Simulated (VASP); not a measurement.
Crystal: TiO.

```
CELL_PARAMETERS angstrom
2.70834 0.00000 0.00000
0.00000 2.70834 0.00000
0.00000 0.00000 2.70834
ATOMIC_POSITIONS crystal
Ti 0.00000 0.00000 0.00000
O 0.50000 0.50000 0.50000
```

The cell comes from a database or a generator and needn't be the stable form of this composition.

Base run:

- Program: VASP 6.6.1
- Functional: LDA
- Potentials or basis: VASP PAW LDA potentials, release 64 (Ti_sv, O)
- Cutoff: 520 eV
- k mesh: 7 × 7 × 7
- Occupations: gaussian, width 0.05 eV
- Spin: collinear spin, ferromagnetic start
- Starting moments: [1.0, 0.0] μB
- Fixed moment: 0 μB

Its results: pressure -27.7 GPa.

Task: The run is repeated on the same cell with these changes: fixed moment from 0 μB to 3 μB; hubbard terms from none to Ti d U = 2 eV. What comes out?

Result: Pressure 19.9 GPa; site moments Ti +2.07; O +0.45 μB.

Caveats: the total moment is fixed, so each spin has its own Fermi level; the moment is held away from its start (some runs).
